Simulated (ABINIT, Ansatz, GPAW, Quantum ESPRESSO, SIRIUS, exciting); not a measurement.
**Ag: programs and potentials compared**

```
Ag
1.0
    -1.66744    1.70967    1.67800
     1.64484   -1.66248    1.60821
     1.64974    1.64478   -1.63081
Ag
1
Direct
  0.00036 0.98336 0.99733
```

This isn't the form of Ag at room conditions, which is fcc.

The given cell was strained at random by a few per cent at fixed volume.

Alike in all runs: task single point; functional PBEsol; k mesh 11 × 11 × 11; occupations fermi-dirac, width 0.05 eV; no spin polarisation; no spin-orbit coupling. Pressure is positive in compression and, in plane waves, holds the error of the finite cutoff, which Ansatz's Pulay term estimates and takes out.

| program and potentials | plane-wave cutoff (eV) | notes | pressure (GPa) | energy over the undisturbed cell (meV/atom) |
| --- | --- | --- | --- | --- |
| Ansatz, Ansatz PAW | 420 | potentials made for PBE, which Ansatz adapts in part; 19 valence electrons an atom on average; Pulay term of +0.04 GPa included | -7.23 | 2.22 |
| Quantum ESPRESSO, GBRV 1.5 PBEsol | 762 | 19 valence electrons an atom on average | -7.55 | 2.22 |
| exciting, all-electron LAPW+lo, shipped species files, valence relativity iora* | - | - | - | 2.13 |
| GPAW, PAW data sets generated for this functional | 600 | 17 valence electrons an atom on average | -7.21 | 2.14 |
| Ansatz, all-electron LAPW, scalar-relativistic | - | - | -7.24 | - |
| SIRIUS, PseudoDojo 0.4.1 PBEsol standard (scalar relativistic) | 1127 | 19 valence electrons an atom on average | -7.38 | - |
| ABINIT, PseudoDojo NC SR PBEsol v0.4.1 standard | 1116 | 19 valence electrons an atom on average | -7.43 | 2.23 |

The pressure spans -7.55 (Quantum ESPRESSO, GBRV 1.5 PBEsol) to -7.21 GPa (GPAW, PAW data sets generated for this functional), with all-electron results at -7.24.

Differences between rows come from potentials, basis sets and numerical settings, since the functional is the same but for its coding. Runs on potential files found faulty are left out.

Every run that reports a pressure puts this bcc-like silver cell under tension, so its volume exceeds the one PBEsol prefers for this lattice. The cell may come from a functional such as PBE, which binds the 4d metals more weakly and gives larger volumes. The pseudopotential runs give somewhat stronger tension than the all-electron value of -7.24 GPa, while both PAW runs lie close to it. Size of the valence shell doesn't explain this: GPAW, with 17 electrons, agrees as well as Ansatz PAW with 19, which suggests that freezing the 4s shell matters little here.

The strain costs only about 2 meV/atom in every run that reports an energy. That positive cost doesn't show that the bcc lattice is mechanically stable. In bcc silver, the tetragonal shear leading towards fcc is known to be soft or unstable, as the full d shell gives bcc no band-filling advantage. A random strain mixes this shear with stiffer ones, which can hide the instability; separate tetragonal and trigonal distortions would be needed to reveal it.
